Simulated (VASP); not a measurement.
Crystal: CuO (Tenorite).

```
CELL_PARAMETERS angstrom
2.34465 -1.71340 0.00000
2.34465 1.71340 0.00000
-0.86055 0.00000 5.05944
ATOMIC_POSITIONS crystal
Cu 0.49680 0.00320 0.50000
Cu 0.00320 0.49680 0.00000
O 0.40560 0.57140 0.75370
O 0.57140 0.40560 0.25370
```

```yaml
Program: VASP 6.6.1
Task: relaxation of cell and atoms
Functional: PBE
Potentials_or_basis: VASP PAW PBE potentials, release 64 (Cu, O)
Cutoff: 580 eV
k_mesh: 10 × 10 × 5
Occupations: fermi-dirac, width 0.05 eV
Spin: no spin polarisation
```

At the start: pressure 6.4 GPa; volume 10.16 Å³/atom.

**Question.** How do energy, volume and symmetry change on relaxing?

**Answer.** Over 28 steps the energy falls by 57.5 meV/atom and the volume is 11.18 Å³/atom (+10.0 %); space group Cccm (No. 66, to 0.05 Å).

Step by step:
```
step  energy change (eV)  largest force (eV/Å)  pressure (GPa)  volume (Å³)
   1              0.0000                0.7889            6.36        40.65
   2             -0.0656                0.3320           -3.56        43.07
   3             -0.0739                0.3072           -1.40        42.41
   4             -0.0905                0.2237            0.51        42.16
   5             -0.0941                0.2325            1.92        41.97
   6             -0.1074                0.2055            1.47        42.29
   7             -0.1369                0.1260            0.40        43.21
   8             -0.1433                0.1672           -1.45        44.97
   9             -0.1496                0.0997           -0.56        44.19
  10             -0.1718                0.0379           -0.74        44.42
  11             -0.2019                0.2042           -0.91        44.86
  12             -0.1750                0.6520           -1.72        45.36
  13             -0.2077                0.2823           -1.00        45.02
  14             -0.2225                0.1007            0.41        44.56
  15             -0.2225                0.0954            0.34        44.57
  16             -0.2245                0.0655           -0.29        44.71
  17             -0.2246                0.0583           -0.40        44.74
  18             -0.2257                0.0400            0.34        44.54
  19             -0.2257                0.0404            0.33        44.53
  20             -0.2271                0.0321            0.27        44.59
  21             -0.2292                0.0424           -0.16        44.78
  22             -0.2293                0.0509           -0.17        44.82
  23             -0.2297                0.0408            0.25        44.68
  24             -0.2298                0.0282            0.16        44.72
  25             -0.2299                0.0151           -0.37        44.80
  26             -0.2299                0.0161           -0.18        44.77
  27             -0.2298                0.0309            0.34        44.63
  28             -0.2300                0.0049            0.00        44.72
```

Final structure:
```xyz
4
Lattice="2.1435 -2.0122 0.1680 2.1435 2.0122 0.1680 -0.4182 0.0000 5.1518" Properties=species:S:1:pos:R:3 pbc="T T T"
Cu    2.9806    1.0063    2.8354
Cu    3.1898   -1.0063    0.2595
O     1.8043    0.0039    4.0394
O     2.0135   -0.0039    1.4635
```

Caveat: the volume moved by +10 % from the deposited cell, more than functionals usually miss; the run has no spin polarisation, though such a crystal can be magnetic.
